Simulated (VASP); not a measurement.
# MgO (Fm-3m) in VASP: a series of runs

One crystal, MgO, is run at these levels: PBE; tasks: relaxation of cell and atoms.

Program: VASP 6.6.1. These are calculated values, not measurements. Logs are shortened: lines on timing, memory, paths and dates and some standing lists are left out, and cuts for length are marked.

### 1 The crystal as given

Symmetry: Fm-3m, No. 225, cubic system. Conventional cell: a = 4.217 Å, b = 4.217 Å, c = 4.217 Å, α = 90.00°, β = 90.00°, γ = 90.00°. Mg (site symmetry m-3m) has 6 O at 2.11 Å as nearest neighbours. O (site symmetry m-3m) has 6 Mg at 2.11 Å as nearest neighbours.

### 2 Relaxation of cell and atoms, PBE

The input, INCAR:

```
PREC = Accurate ; ENCUT = 520
EDIFF = 1E-7 ; ISMEAR = 0
SIGMA = 0.02 ; LREAL = False
LASPH = True ; NELM = 80
ALGO = Normal ; ISIF = 3
LWAVE = False ; LCHARG = False
GGA = PE ; IBRION = 2
NSW = 80 ; EDIFFG = -0.15
```

The input, KPOINTS:

```
Automatic mesh
0
Gamma
  12 12 12
```

The input, POSCAR:

```
MgO
1.0
    0.0000000000      2.1085000000      2.1085000000
    2.1085000000      0.0000000000      2.1085000000
    2.1085000000      2.1085000000      0.0000000000
Mg O
1 1
Direct
    0.0000000000      0.0000000000      0.0000000000
    0.5000000000      0.5000000000      0.5000000000
```

Potentials or basis: VASP PAW PBE potentials, release 64 (Mg, O).

On the command line:

```sh
> cat potpaw_PBE.64/Mg/POTCAR potpaw_PBE.64/O/POTCAR > POTCAR
> mpirun -np 1 vasp_std > vasp.out
```

OUTCAR:

```text
PREC = Accurate
   ENCUT = 520
   EDIFF = 1E-7
   ISMEAR = 0
   LREAL = False
   LASPH = True
   NELM = 80
   ISIF = 3
   GGA = PE
   IBRION = 2
   NSW = 80
   EDIFFG = -0.15

 ion  position               nearest neighbor table
   1  0.000  0.000  0.000-   2 2.11   2 2.11   2 2.11   2 2.11   2 2.11   2 2.11
   2  0.500  0.500  0.500-   1 2.11   1 2.11   1 2.11   1 2.11   1 2.11   1 2.11

  LATTYP: Found a face centered cubic cell.
 ALAT       =     4.2170000000

  Lattice vectors:

 A1 = (   0.0000000000,   2.1085000000,   2.1085000000)
 A2 = (   2.1085000000,   0.0000000000,   2.1085000000)
 A3 = (   2.1085000000,   2.1085000000,   0.0000000000)

Analysis of symmetry for initial positions (statically):
=====================================================================
 Subroutine PRICEL returns:
 Original cell was already a primitive cell.

 Routine SETGRP: Setting up the symmetry group for a
 face centered cubic supercell.

 Subroutine GETGRP returns: Found 48 space group operations
 (whereof 48 operations were pure point group operations)
 out of a pool of 48 trial point group operations.

The static configuration has the point symmetry O_h .

Analysis of symmetry for dynamics (positions and initial velocities):
=====================================================================
 Subroutine PRICEL returns:
 Original cell was already a primitive cell.

 Routine SETGRP: Setting up the symmetry group for a
 face centered cubic supercell.

 Subroutine GETGRP returns: Found 48 space group operations
 (whereof 48 operations were pure point group operations)
 out of a pool of 48 trial point group operations.

The dynamic configuration has the point symmetry O_h .

 Subroutine INISYM returns: Found 48 space group operations
 (whereof 48 operations are pure point group operations),
 and found     1 'primitive' translations

----------------------------------------------------------------------------------------

                                     Primitive cell

  volume of cell :      18.7478
[... 148 lines left out ...]
  Total        0.3946966      0.3946966      0.3946966      0.0000000      0.0000000      0.0000000
  in kB       33.7305250     33.7305250     33.7305250      0.0000000      0.0000000      0.0000000
  external PRESSURE =      33.7305250 kB  Pullay stress =       0.0000000 kB

 VOLUME and BASIS-vectors are now :
 -----------------------------------------------------------------------------
  energy-cutoff  :      520.00
  volume of cell :       18.75
      direct lattice vectors                 reciprocal lattice vectors
     0.000000000  2.108500000  2.108500000    -0.237135404  0.237135404  0.237135404
     2.108500000  0.000000000  2.108500000     0.237135404 -0.237135404  0.237135404
     2.108500000  2.108500000  0.000000000     0.237135404  0.237135404 -0.237135404

 POSITION                                       TOTAL-FORCE (eV/Angst)
 -----------------------------------------------------------------------------------
      0.00000      0.00000      0.00000         0.000000      0.000000     -0.000000
      2.10850      2.10850      2.10850        -0.000000     -0.000000      0.000000
 -----------------------------------------------------------------------------------
    total drift:                               -0.000000     -0.000000      0.000000

  FREE ENERGIE OF THE ION-ELECTRON SYSTEM (eV)
  ---------------------------------------------------
  free  energy   TOTEN  =       -11.9071503237 eV

  energy  without entropy=      -11.9071503237  energy(sigma->0) =      -11.90715032

--------------------------------------- Ionic step        2  -------------------------------------------

 number of electron       8.0000004 magnetization

 Free energy of the ion-electron system (eV)
  ---------------------------------------------------
  ext. energy  EPLUGINS =         0.00000000
  ---------------------------------------------------
  free energy    TOTEN  =       -11.91081229 eV

  energy without entropy =      -11.91081229  energy(sigma->0) =      -11.91081229

 E-fermi :   3.1400     XC(G=0): -10.9283

 val. band max:        2.9513349696   @ k =   0.0000   0.0000   0.0000
 cond. band min:       7.3731428432   @ k =   0.0000   0.0000   0.0000
 fundamental gap:      4.4218078736
 Fermi energy:         3.1399687744

 k-point     1 :       0.0000    0.0000    0.0000
  band No.  band energies     occupation
      1     -14.1515      2.00000
      2       2.9513      2.00000
      3       2.9513      2.00000
      4       2.9513      2.00000
      5       7.3731      0.00000
      6      18.5697      0.00000
      7      18.5697      0.00000
      8      18.5697      0.00000
[... 243 lines left out ...]
 k-point    24 :      -0.4167    0.1667    0.0000
  band No.  band energies     occupation
      1     -12.8640      2.00000
      2      -1.1343      2.00000
      3       1.4333      2.00000
      4       2.2071      2.00000
      5      11.7816      0.00000
      6      14.9808      0.00000
      7      16.8093      0.00000
      8      19.5310      0.00000

 [... further k-points ...]

------------------------ aborting loop because EDIFF is reached ----------------------------------------

  FORCE on cell =-STRESS in cart. coord.  units (eV):
  Direction    XX          YY          ZZ          XY          YZ          ZX
  --------------------------------------------------------------------------------------
  -------------------------------------------------------------------------------------
  Total       -0.1314363     -0.1314363     -0.1314363     -0.0000000     -0.0000000      0.0000000
  in kB      -10.9176623    -10.9176623    -10.9176623     -0.0000000     -0.0000000      0.0000000
  external PRESSURE =     -10.9176623 kB  Pullay stress =       0.0000000 kB

 VOLUME and BASIS-vectors are now :
 -----------------------------------------------------------------------------
  energy-cutoff  :      520.00
  volume of cell :       19.29
      direct lattice vectors                 reciprocal lattice vectors
     0.000000000  2.128574195  2.128574195    -0.234899024  0.234899024  0.234899024
     2.128574195  0.000000000  2.128574195     0.234899024 -0.234899024  0.234899024
     2.128574195  2.128574195  0.000000000     0.234899024  0.234899024 -0.234899024

 POSITION                                       TOTAL-FORCE (eV/Angst)
 -----------------------------------------------------------------------------------
      2.12857      0.00000      2.12857         0.000000      0.000000     -0.000000
      2.12857      2.12857      2.12857        -0.000000     -0.000000      0.000000
 -----------------------------------------------------------------------------------
    total drift:                               -0.000000     -0.000000      0.000000

  FREE ENERGIE OF THE ION-ELECTRON SYSTEM (eV)
  ---------------------------------------------------
  free  energy   TOTEN  =       -11.9108122911 eV

  energy  without entropy=      -11.9108122911  energy(sigma->0) =      -11.91081229

 reached required accuracy - stopping structural energy minimisation
```

OSZICAR:

```text
N       E                     dE             d eps       ncg     rms          rms(c)
DAV:   1     0.112135669493E+02    0.11214E+02   -0.49299E+03  1376   0.889E+02
DAV:   2    -0.131671255337E+02   -0.24381E+02   -0.23579E+02  1456   0.140E+02
DAV:   3    -0.134663406884E+02   -0.29922E+00   -0.29922E+00  1416   0.167E+01
[... 14 lines left out ...]
DAV:   3    -0.119110246141E+02    0.44404E-03   -0.26456E-03  1248   0.608E-01    0.927E-02
DAV:   4    -0.119108169847E+02    0.20763E-03   -0.22627E-04  1184   0.166E-01    0.205E-02
DAV:   5    -0.119108126765E+02    0.43081E-05   -0.25779E-05  1248   0.390E-02    0.491E-03
DAV:   6    -0.119108123450E+02    0.33158E-06   -0.36639E-07  1208   0.546E-03    0.600E-04
DAV:   7    -0.119108122911E+02    0.53866E-07   -0.24864E-08   640   0.107E-03
   2 F= -.11910812E+02 E0= -.11910812E+02  d E =-.366197E-02
```

It took 6.7 s on 1 thread of Intel Xeon 6975P-C (Granite Rapids), shared host; peak memory 0.15 GiB.

What came out:

```
Free energy                            : -11.9108 eV
Relaxed volume                         : 9.64 Å³/atom
Relaxed cell                           : a = 3.010 Å, b = 3.010 Å, c = 3.010 Å, α = 60.00°, β = 60.00°, γ = 60.00°
Space group after relaxing (to 0.05 Å) : Fm-3m (No. 225)
Energy gained by relaxing              : 1.8 meV/atom
Ionic steps                            : 2
Pressure after relaxing                : -1.1 GPa
Band gap on the k mesh                 : 4.42 eV, direct
```

Step by step:
| step | energy change (eV) | largest force (eV/Å) | pressure (GPa) | volume (Å³) |
| --- | --- | --- | --- | --- |
| 1 | 0.0000 | 0.0000 | 3.37 | 18.75 |
| 2 | -0.0037 | 0.0000 | -1.09 | 19.29 |

Final structure:
```yaml
crystal:
  lattice:
    - [0.00000, 2.12857, 2.12857]
    - [2.12857, 0.00000, 2.12857]
    - [2.12857, 2.12857, 0.00000]
  atoms:
    - { symbol: Mg, position: [0.00000, 0.00000, 0.00000] }
    - { symbol: O, position: [0.50000, 0.50000, 0.50000] }
```

Levels at points of the mesh, in eV from the valence-band top:
| k point | band 1 | band 2 | band 3 | band 4 | band 5 | band 6 | band 7 | band 8 |
| --- | --- | --- | --- | --- | --- | --- | --- | --- |
| (0.00, 0.00, 0.00) | -17.10 | 0.00 | 0.00 | 0.00 | 4.42 | 15.62 | 15.62 | 15.62 |
| (0.50, 0.00, 0.00) | -15.90 | -4.48 | -0.62 | -0.62 | 7.70 | 12.25 | 15.98 | 15.98 |
| (0.50, 0.50, 0.00) | -15.65 | -3.95 | -1.30 | -1.30 | 9.08 | 9.63 | 12.76 | 18.49 |

Caveat: the relaxation stopped at a loose force limit of 0.15 eV/Å, so its end isn't a converged minimum. PBE usually gives volumes a little too large and moduli too small.

### 3 Relaxation of cell and atoms, PBE

This run uses another cell than the first one, of 9.64 Å³/atom, 1.029 times its volume.

INCAR is that of step 2.

KPOINTS is that of step 2.

The input, POSCAR:

```
MgO                                     
1.0
    0.0000000000      2.1285741947      2.1285741947
    2.1285741947      0.0000000000      2.1285741947
    2.1285741947      2.1285741947      0.0000000000
  Mg              O             
     1     1
Direct
     0.0000000000000000    1.0000000000000000    0.0000000000000000
     0.5000000000000000    0.5000000000000000    0.5000000000000000
```

Potentials or basis: VASP PAW PBE potentials, release 64 (Mg, O).

On the command line:

```sh
> cat potpaw_PBE.64/Mg/POTCAR potpaw_PBE.64/O/POTCAR > POTCAR
> mpirun -np 1 vasp_std > vasp.out
```

Run time: 4.1 s. Hardware: 1 thread of Intel Xeon 6975P-C (Granite Rapids), shared host; peak memory 0.14 GiB.

It converged, with:

```yaml
Free_energy: -11.9115 eV
Pressure_after_relaxing: -1.1 GPa
Band_gap_on_the_k_mesh: 4.42 eV, direct
```

Final structure:
```
Mg O
1.0
     0.00000    2.12857    2.12857
     2.12857    0.00000    2.12857
     2.12857    2.12857    0.00000
Mg O
1 1
Direct
  0.00000 0.00000 0.00000
  0.50000 0.50000 0.50000
```

Levels at points of the mesh, in eV from the valence-band top:
```csv
k point,band 1,band 2,band 3,band 4,band 5,band 6,band 7,band 8
"(0.00, 0.00, 0.00)",-17.10,0.00,0.00,0.00,4.42,15.62,15.62,15.62
"(0.50, 0.00, 0.00)",-15.90,-4.48,-0.62,-0.62,7.70,12.25,15.98,15.98
"(0.50, 0.50, 0.00)",-15.65,-3.95,-1.30,-1.30,9.08,9.63,12.76,18.49
```

Caveat: the relaxation stopped at its first step, so nothing moved; the relaxation stopped at a loose force limit of 0.15 eV/Å, so its end isn't a converged minimum.
